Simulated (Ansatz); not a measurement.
Runs of Ansatz 0.2.0 on ZnCu. Symmetry: Pm-3m, No. 221, cubic system. Conventional cell: a = 2.945 Å, b = 2.945 Å, c = 2.945 Å, α = 90.00°, β = 90.00°, γ = 90.00°. Zn (site symmetry m-3m) has 8 Cu at 2.55 Å as nearest neighbours. Around Cu (site symmetry m-3m) lie 8 Zn at 2.55 Å. 

```csv
task,level,cell,cutoff (eV),smearing,basis error allowed,gap on the mesh (eV),pressure (GPa)
band structure,PBEsol+D4,"atoms moved at random, drawn with an rms of 0.05 Å",323,gaussian 0.1 eV,0.001 eV/atom,-,-6.8
band structure,LDA,as given,296,fermi-dirac 0.05 eV,0.001 eV/atom,-,-9.6
single point,RPBE,as given,295,gaussian 0.02 eV,0.001 eV/atom,none,(a)
single point,PBE,as given,295,gaussian 0.1 eV,0.001 eV/atom,none,2.5
```

Alike in all rows: potentials or basis all-electron LAPW, scalar-relativistic; no spin polarisation; k mesh 9 × 9 × 9.

Q: Fill in the values left out.

A: (a) 6.8.

Caveats: pairwise dispersion overbinds metals, which lowers pressure and volume (some runs).

A k mesh can miss the band edges.

A gap of «none» marks a metal or a gap under the smearing width.

Not every run made on this cell is shown here.
